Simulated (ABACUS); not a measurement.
# H (I4/mmm) in ABACUS: equation of state

How stiff is H in PBE, and what volume does it want? The cell is scaled to several volumes.

Everything below comes from runs of ABACUS 3.10.1. Logs are shortened: lines on timing, memory, paths and dates and some standing lists are left out, and cuts for length are marked.

## Step 1: Starting point

Symmetry: I4/mmm, No. 139, tetragonal system. Conventional cell: a = 3.383 Å, b = 3.383 Å, c = 4.117 Å, α = 90.00°, β = 90.00°, γ = 90.00°. H (site symmetry 4mm) has 1 H at 0.74 Å as nearest neighbours.

## Step 2: Equation of state, PBE, 11.07 Å³/atom (volume scaled by 0.94)

Input file INPUT:

```
INPUT_PARAMETERS
suffix              H
calculation         scf
basis_type          pw
pseudo_dir          ./
symmetry            1
dft_functional      pbe
ecutwfc             73
pseudo_rcut         10
nspin               1
nbands              5
ks_solver           dav
smearing_method     fd
smearing_sigma      0.00367493
scf_thr             1e-08
scf_nmax            100
mixing_type         broyden
mixing_beta         0.7
cal_force           1
cal_stress          1
kpar                4
```

Input file STRU:

```
ATOMIC_SPECIES
H 1.0080 H.upf

LATTICE_CONSTANT
1.8897261246

LATTICE_VECTORS
-1.6570036692 1.6570036692 2.0164525258
1.6570036692 -1.6570036692 2.0164525258
1.6570036692 1.6570036692 -2.0164525258

ATOMIC_POSITIONS
Direct

H
0.0
2
0.0901377100 0.0901377100 0.0000000000 1 1 1
0.9098622900 0.9098622900 0.0000000000 1 1 1
```

Input file KPT:

```
K_POINTS
0
Gamma
11 11 11 0 0 0
```

Potentials or basis: PseudoDojo NC SR 0.4.1 PBE standard, plane waves.

On the command line:

```sh
$ OMP_NUM_THREADS=1 mpirun -np 4 abacus > log
```

running log:

```text
ABACUS v3.10.1

               Atomic-orbital Based Ab-initio Computation at UStc

 ------------------------------------------------------------------------------------

 READING GENERAL INFORMATION
                           global_out_dir = OUT.H/
                           global_in_card = INPUT
                               pseudo_dir = ./
                              orbital_dir =
                                    DSIZE = 4
                                    GSIZE = 1

 READING UNITCELL INFORMATION
                                    ntype = 1
                  lattice constant (Bohr) = 1.88973
              lattice constant (Angstrom) = 1

 READING ATOM TYPE 1
                               atom label = H
                      L=0, number of zeta = 1
                      L=1, number of zeta = 1
                      L=2, number of zeta = 1
             number of atom for this type = 2

                        TOTAL ATOM NUMBER = 2
DIRECT COORDINATES
    atom                   x                   y                   z     mag                  vx                  vy                  vz
taud_H1            0.0901377100        0.0901377100        0.0000000000  0.0000        0.0000000000        0.0000000000        0.0000000000
taud_H2            0.9098622900        0.9098622900        0.0000000000  0.0000        0.0000000000        0.0000000000        0.0000000000

                          Volume (Bohr^3) = 149.448
                             Volume (A^3) = 22.146

 Lattice vectors: (Cartesian coordinate: in unit of a_0)
               -1.657              +1.657            +2.01645
               +1.657              -1.657            +2.01645
               +1.657              +1.657            -2.01645
 Reciprocal vectors: (Cartesian coordinate: in unit of 2 pi/a_0)
                   +0           +0.301749            +0.24796
            +0.301749                  +0            +0.24796
            +0.301749           +0.301749                  +0
 The esolver type has been set to : ksdft_pw

                PAO radial cut off (Bohr) = 10

 Read in pseudopotential file is H.upf
                     pseudopotential type = NC
          exchange-correlation functional = PBE
                 nonlocal core correction = 0
                        valence electrons = 1
                                     lmax = 1
                           number of zeta = 1
                     number of projectors = 3
                           L of projector = 0
                           L of projector = 0
                           L of projector = 1
     initial pseudo atomic orbital number = 2

 SETUP THE ELECTRONS NUMBER
             electron number of element H = 1
       total electron number of element H = 2
            AUTOSET number of electrons:  = 2
                           occupied bands = 1
                                   NBANDS = 5
                                   NLOCAL = 18

 SETUP THE PLANE WAVE BASIS
 energy cutoff for charge/potential (unit:Ry) = 292
            fft grid for charge/potential = [ 32, 32, 32 ]
                        fft grid division = [ 1, 1, 1 ]
        big fft grid for charge/potential = [ 32, 32, 32 ]
                                     nbxx = 32768
                                     nrxx = 32768

 SETUP PLANE WAVES FOR CHARGE/POTENTIAL
                    number of plane waves = 12541
                         number of sticks = 777

 PARALLEL PW FOR CHARGE/POTENTIAL
     PROC   COLUMNS(POT)             PW
        1            777          12541
 --------------- sum -------------------
        1            777          12541
                            number of |g| = 815
                                  max |g| = 26.4053
                                  min |g| = 0

----------- Double Check Mixing Parameters Begin ------------
mixing_type: broyden
mixing_beta: 0.7
mixing_gg0: 1
mixing_gg0_min: 0.1
mixing_ndim: 8
----------- Double Check Mixing Parameters End ------------

 LATTICE VECTORS: (CARTESIAN COORDINATE: IN UNIT OF A0)
               -1.657              +1.657            +2.01645
               +1.657              -1.657            +2.01645
               +1.657              +1.657            -2.01645
                       right hand lattice = 1
                                   NORM_A = 3.0915
                                   NORM_B = 3.0915
                                   NORM_C = 3.0915
                           ALPHA (DEGREE) = 115.178
                           BETA  (DEGREE) = 115.178
                           GAMMA (DEGREE) = 98.5762

 The lattice vectors have been changed (STRU_SIMPLE.cif)

(for optimal symmetric configuration:)
                             BRAVAIS TYPE = 6
                     BRAVAIS LATTICE NAME = 06. Tetrogonal I (body-centered)
                                    ibrav = 6
                                    IBRAV = 6
                                  BRAVAIS = BODY CENTERED TETROGONAL CELL
                       LATTICE CONSTANT A = 3.31401
                                C/A RATIO = 1.21693
Original cell was already a primitive cell.
                        ROTATION MATRICES = 16
              PURE POINT GROUP OPERATIONS = 16
                   SPACE GROUP OPERATIONS = 16
                              POINT GROUP = D_4h
               POINT GROUP IN SPACE GROUP = D_4h

 SETUP K-POINTS
                                    nspin = 1
                   Input type of k points = Monkhorst-Pack(Gamma)
                                   nkstot = 1331
                       right hand lattice = 1
(for reciprocal lattice: )
                             BRAVAIS TYPE = 6
                     BRAVAIS LATTICE NAME = 06. Tetrogonal I (body-centered)
                                    ibrav = 6
                       right hand lattice = 1
(for k-lattice: )
                             BRAVAIS TYPE = 6
                     BRAVAIS LATTICE NAME = 06. Tetrogonal I (body-centered)
                                    ibrav = 6
                       right hand lattice = 1
                        ROTATION MATRICES = 16
                               nkstot_ibz = 126
K-POINTS REDUCTION ACCORDING TO SYMMETRY
     IBZ    DIRECT_X    DIRECT_Y    DIRECT_Z  WEIGHT  ibz2bz
       1  0.00000000  0.00000000  0.00000000  0.0008       0
       2 -0.09090909  0.00000000  0.09090909  0.0060       1
       3 -0.18181818  0.00000000  0.18181818  0.0060       2
       4 -0.27272727  0.00000000  0.27272727  0.0060       3
       5 -0.36363636  0.00000000  0.36363636  0.0060       4
       6 -0.45454545  0.00000000  0.45454545  0.0060       5
[... 22 lines left out ...]
      29 -0.27272727  0.36363636 -0.09090909  0.0120      40
      30 -0.27272727  0.27272727  0.00000000  0.0030      41
[... 96 further k points ...]

                               nkstot now = 126
[... K-POINTS DIRECT COORDINATES: 126 rows ...]

           k-point number in this process = 32
       minimum distributed K point number = 31
[... stars of the k points ...]

[... K-POINTS CARTESIAN COORDINATES: 32 rows ...]

[... K-POINTS DIRECT COORDINATES: 32 rows ...]

 SETUP PLANE WAVES FOR WAVE FUNCTIONS
     energy cutoff for wavefunc (unit:Ry) = 73
              fft grid for wave functions = [ 32, 32, 32 ]
                    number of plane waves = 2307
                         number of sticks = 247

 PARALLEL PW FOR WAVE FUNCTIONS
     PROC   COLUMNS(POT)             PW
        1            247           2307
 --------------- sum -------------------
        1            247           2307

 SETUP NONLOCAL PSEUDOPOTENTIALS IN PLANE WAVE BASIS
 H non-local projectors:
 projector 1 L=0
 projector 2 L=0
 projector 3 L=1
      TOTAL NUMBER OF NONLOCAL PROJECTORS = 10

 Init Non-Local PseudoPotential table :
 Init Non-Local-Pseudopotential done.

                                     npwx = 1579

 Make real space PAO into reciprocal space.
       max mesh points in Pseudopotential = 1001
     dq(describe PAO in reciprocal space) = 0.01
                                    max q = 1030

 number of pseudo atomic orbitals for H is 1
WARNING: norm of atomic wavefunction # 1 of atomic type H is 0.999995, renormalized

 -------------------------------------------
 SELF-CONSISTENT
 -------------------------------------------
                                 init_chg = atomic

 PW ALGORITHM --------------- ION=   1  ELEC=   1--------------------------------

 Density error is 0.11334234656
                          Error Threshold = 0.01
----------------------------------------------------------
     Energy           Rydberg                 eV
----------------------------------------------------------
 E_KohnSham     -2.3288297227        -31.6853538999
 E_Harris       -2.2032408323        -29.9766293861
 E_Fermi        -0.3979765974        -5.4147493947
----------------------------------------------------------
[... 39 lines left out ...]
 Density error is 7.1832505537e-09
                          Error Threshold = 2.81100343418e-07
----------------------------------------------------------
     Energy           Rydberg                 eV
----------------------------------------------------------
 E_KohnSham     -2.3328898779        -31.7405951461
 E_KS(sigma->0) -2.3328898779        -31.7405951461
 E_Harris       -2.3329192841        -31.7409952374
 E_band         -1.2990524055        -17.6745147152
 E_one_elec     -1.0265581127        -13.9670396605
 E_Hartree      0.7604631777         10.3466323363
 E_xc           -1.3969148412        -19.0060014609
 E_Ewald        -0.6698801018        -9.1141863611
 E_entropy(-TS) 0.0000000000         0.0000000000
 E_descf        0.0000000000         0.0000000000
 E_exx          0.0000000000         0.0000000000
 E_Fermi        -0.2732053624        -3.7171496531
----------------------------------------------------------

 charge density convergence is achieved
 final etot is -31.740595146 eV
 EFERMI = -3.7171496531 eV

 STATE ENERGY(eV) AND OCCUPATIONS    NSPIN == 1
 1/32 kpoint (Cartesian) = 0.0000 0.0000 0.0000 (1579 pws)
       1       -10.4394     0.00150263
       2        6.12119    5.27311e-89
       3        9.82090        0.00000
       4        16.3495        0.00000
       5        16.3495        0.00000

 2/32 kpoint (Cartesian) = 0.027432 0.0000 -0.022542 (1574 pws)
       1       -10.3320      0.0120210
       2        5.62085    9.35661e-84
       3        10.0180        0.00000
       4        15.2664        0.00000
       5        15.6331        0.00000
[... 22 lines left out ...]
 6/32 kpoint (Cartesian) = 0.13716 0.0000 -0.11271 (1572 pws)
       1       -8.79088      0.0120210
       2        1.22540    1.41097e-45
       3        9.56988        0.00000
       4        11.5170        0.00000
       5        13.0198        0.00000

[... levels at 26 further k points ...]

------------------------------------------------------------------------------------------
 TOTAL-FORCE (eV/Angstrom)
------------------------------------------------------------------------------------------
                        H1         0.0000000000         0.0000000000         0.7915652063
                        H2         0.0000000000         0.0000000000        -0.7915652063
------------------------------------------------------------------------------------------

----------------------------------------------------------------
 TOTAL-STRESS (KBAR)
----------------------------------------------------------------
         4.6276079828         0.0000000000        -0.0000000000
         0.0000000000         4.6276079828         0.0000000000
        -0.0000000000        -0.0000000000        47.0412683972
----------------------------------------------------------------
 TOTAL-PRESSURE: 18.765495 KBAR

 --------------------------------------------
 !FINAL_ETOT_IS -31.7405951461096443 eV
 --------------------------------------------
```

Run time: 2.1 s. Hardware: 4 MPI ranks of Intel Xeon Platinum 8488C (Sapphire Rapids), shared host; peak memory 0.24 GiB.

What came out:

- Free energy: -31.7406 eV
- Pressure: 1.9 GPa
- Largest force: 0.792 eV/Å
- Band gap on the k mesh: 9.12 eV, indirect (least direct gap 9.98 eV)

Caveat: an odd mesh through Γ misses points on the zone boundary, where band edges often lie.

## Step 3: Equation of state, PBE, 11.31 Å³/atom (volume scaled by 0.96)

INPUT is that of step 2.

Input file STRU:

```
ATOMIC_SPECIES
H 1.0080 H.upf

LATTICE_CONSTANT
1.8897261246

LATTICE_VECTORS
-1.6686730936 1.6686730936 2.0306533635
1.6686730936 -1.6686730936 2.0306533635
1.6686730936 1.6686730936 -2.0306533635

ATOMIC_POSITIONS
Direct

H
0.0
2
0.0901377100 0.0901377100 0.0000000000 1 1 1
0.9098622900 0.9098622900 0.0000000000 1 1 1
```

KPT is that of step 2.

Potentials or basis: PseudoDojo NC SR 0.4.1 PBE standard, plane waves.

On the command line:

```sh
$ OMP_NUM_THREADS=1 mpirun -np 4 abacus > log
```

Run time: 2 s. Hardware: 4 MPI ranks of Intel Xeon Platinum 8488C (Sapphire Rapids), shared host; peak memory 0.24 GiB.

It converged, with:

| Quantity | Value |
| --- | --- |
| Free energy | -31.7456 eV |
| Pressure | 1.5 GPa |
| Largest force | 0.596 eV/Å |
| Band gap on the k mesh | 9.10 eV, indirect (least direct gap 9.93 eV) |

Caveat: an odd mesh through Γ misses points on the zone boundary, where band edges often lie.

## Step 4: Equation of state, PBE, 11.54 Å³/atom (volume scaled by 0.98)

INPUT is that of step 3.

Input file STRU:

```
ATOMIC_SPECIES
H 1.0080 H.upf

LATTICE_CONSTANT
1.8897261246

LATTICE_VECTORS
-1.6801815476 1.6801815476 2.0446583120
1.6801815476 -1.6801815476 2.0446583120
1.6801815476 1.6801815476 -2.0446583120

ATOMIC_POSITIONS
Direct

H
0.0
2
0.0901377100 0.0901377100 0.0000000000 1 1 1
0.9098622900 0.9098622900 0.0000000000 1 1 1
```

KPT is that of step 3.

On the command line:

```sh
$ OMP_NUM_THREADS=1 mpirun -np 4 abacus > log
```

It took 4.2 s on 4 MPI ranks of Intel Xeon Platinum 8488C (Sapphire Rapids), shared host; peak memory 0.24 GiB.

Results (log left out):

| Item | Value |
| --- | --- |
| Free energy | -31.7495 eV |
| Pressure | 1.1 GPa |
| Largest force | 0.409 eV/Å |
| Band gap on the k mesh | 9.08 eV, indirect (least direct gap 9.89 eV) |

Caveat: an odd mesh through Γ misses points on the zone boundary, where band edges often lie.

## Step 5: Equation of state, PBE, 11.78 Å³/atom

INPUT is that of step 4.

Input file STRU:

```
ATOMIC_SPECIES
H 1.0080 H.upf

LATTICE_CONSTANT
1.8897261246

LATTICE_VECTORS
-1.6915344700 1.6915344700 2.0584739900
1.6915344700 -1.6915344700 2.0584739900
1.6915344700 1.6915344700 -2.0584739900

ATOMIC_POSITIONS
Direct

H
0.0
2
0.0901377100 0.0901377100 0.0000000000 1 1 1
0.9098622900 0.9098622900 0.0000000000 1 1 1
```

KPT is that of step 4.

On the command line:

```sh
$ OMP_NUM_THREADS=1 mpirun -np 4 abacus > log
```

It took 5.7 s on 4 MPI ranks of Intel Xeon Platinum 8488C (Sapphire Rapids), shared host; peak memory 0.24 GiB.

Results (log left out):

```yaml
Free_energy: -31.7522 eV
Pressure: 0.7 GPa
Largest_force: 0.230 eV/Å
Band_gap_on_the_k_mesh: 9.06 eV, indirect (least direct gap 9.85 eV)
```

Caveat: an odd mesh through Γ misses points on the zone boundary, where band edges often lie.

## Step 6: Equation of state, PBE, 12.02 Å³/atom (volume scaled by 1.02)

INPUT is that of step 5.

Input file STRU:

```
ATOMIC_SPECIES
H 1.0080 H.upf

LATTICE_CONSTANT
1.8897261246

LATTICE_VECTORS
-1.7027370115 1.7027370115 2.0721066654
1.7027370115 -1.7027370115 2.0721066654
1.7027370115 1.7027370115 -2.0721066654

ATOMIC_POSITIONS
Direct

H
0.0
2
0.0901377100 0.0901377100 0.0000000000 1 1 1
0.9098622900 0.9098622900 0.0000000000 1 1 1
```

KPT is that of step 5.

Potentials or basis: PseudoDojo NC SR 0.4.1 PBE standard, plane waves.

On the command line:

```sh
$ OMP_NUM_THREADS=1 mpirun -np 4 abacus > log
```

Wall time 4.9 s (4 MPI ranks of Intel Xeon Platinum 8488C (Sapphire Rapids), shared host); peak memory 0.24 GiB.

It converged, with:

```
Free energy            : -31.7540 eV
Pressure               : 0.4 GPa
Largest force          : 0.059 eV/Å
Band gap on the k mesh : 9.03 eV, indirect (least direct gap 9.80 eV)
```

Caveat: an odd mesh through Γ misses points on the zone boundary, where band edges often lie.

## Step 7: Equation of state, PBE, 12.25 Å³/atom (volume scaled by 1.04)

INPUT is that of step 6.

Input file STRU:

```
ATOMIC_SPECIES
H 1.0080 H.upf

LATTICE_CONSTANT
1.8897261246

LATTICE_VECTORS
-1.7137940552 1.7137940552 2.0855622805
1.7137940552 -1.7137940552 2.0855622805
1.7137940552 1.7137940552 -2.0855622805

ATOMIC_POSITIONS
Direct

H
0.0
2
0.0901377100 0.0901377100 0.0000000000 1 1 1
0.9098622900 0.9098622900 0.0000000000 1 1 1
```

KPT is that of step 6.

On the command line:

```sh
$ OMP_NUM_THREADS=1 mpirun -np 4 abacus > log
```

Wall time 5.2 s (4 MPI ranks of Intel Xeon Platinum 8488C (Sapphire Rapids), shared host); peak memory 0.24 GiB.

It converged, with:

| Item | Value |
| --- | --- |
| Free energy | -31.7549 eV |
| Pressure | 0.1 GPa |
| Largest force | 0.105 eV/Å |
| Band gap on the k mesh | 9.01 eV, indirect (least direct gap 9.76 eV) |

Caveat: an odd mesh through Γ misses points on the zone boundary, where band edges often lie.

## Step 8: Equation of state, PBE, 12.49 Å³/atom (volume scaled by 1.06)

INPUT is that of step 7.

Input file STRU:

```
ATOMIC_SPECIES
H 1.0080 H.upf

LATTICE_CONSTANT
1.8897261246

LATTICE_VECTORS
-1.7247102352 1.7247102352 2.0988464748
1.7247102352 -1.7247102352 2.0988464748
1.7247102352 1.7247102352 -2.0988464748

ATOMIC_POSITIONS
Direct

H
0.0
2
0.0901377100 0.0901377100 0.0000000000 1 1 1
0.9098622900 0.9098622900 0.0000000000 1 1 1
```

KPT is that of step 7.

On the command line:

```sh
$ OMP_NUM_THREADS=1 mpirun -np 4 abacus > log
```

It took 4.9 s on 4 MPI ranks of Intel Xeon Platinum 8488C (Sapphire Rapids), shared host; peak memory 0.28 GiB.

Results (log left out):

```
Free energy            : -31.7548 eV
Pressure               : -0.2 GPa
Largest force          : 0.262 eV/Å
Band gap on the k mesh : 8.99 eV, indirect (least direct gap 9.72 eV)
```

Caveat: an odd mesh through Γ misses points on the zone boundary, where band edges often lie.

## Step 9: Equation of state, PBE

Potentials or basis: PseudoDojo NC SR 0.4.1 PBE standard, plane waves.

This step only gathers the single runs of the series.

Results:

```
Equilibrium volume                        : 12.36 Å³/atom
Bulk modulus at fixed shape and positions : 14.9 GPa
Pressure derivative of the bulk modulus   : 2.8
```

Energy against volume, from the lowest point:
| volume (Å³/atom) | energy (meV/atom) |
| --- | --- |
| 11.073 | 7.13 |
| 11.309 | 4.62 |
| 11.544 | 2.70 |
| 11.780 | 1.31 |
| 12.015 | 0.42 |
| 12.251 | 0.00 |
| 12.487 | 0.01 |

Caveat: the cell was scaled at fixed shape and fractional positions, which overstates the stiffness of a crystal with free parameters, most of all of layers and chains.
